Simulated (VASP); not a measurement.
GaSb, 2 atoms in the cell. Symmetry: F-43m, No. 216, cubic system. Conventional cell: a = 6.234 Å, b = 6.234 Å, c = 6.234 Å, α = 90.00°, β = 90.00°, γ = 90.00°. Ga (site symmetry -43m) is surrounded by 4 Sb at 2.70 Å. Sb (site symmetry -43m) is surrounded by 4 Ga at 2.70 Å. 

* Program: VASP 6.6.1
* Task: relaxation of the atoms
* Functional: PBE
* Potentials or basis: VASP PAW PBE potentials, release 64 (Ga, Sb)
* Cutoff: 300 eV
* k mesh: 5 × 5 × 5
* Occupations: gaussian, width 0.03 eV
* Spin: no spin polarisation
* Further INCAR settings: ALGO = Normal; EDIFF = 1e-07; IBRION = 2; EDIFFG = -0.01; NSW = 40

Potentials or basis: VASP PAW PBE potentials, release 64 (Ga, Sb).

Command:

```bash
$ cat potpaw_PBE.64/Ga/POTCAR potpaw_PBE.64/Sb/POTCAR > POTCAR
$ mpirun -np 1 vasp_std > vasp.out
```

Hardware: 1 thread of Intel(R) Xeon(R) 6975P-C (Granite Rapids), with other jobs on the host.

Question: How long does it take, and how much memory?

Answer: Wall time 3.3 s on 1 thread of Intel(R) Xeon(R) 6975P-C (Granite Rapids) (shared host), peak memory 0.15 GiB. Counts: scf iterations 14, k points 10, ion steps 1.
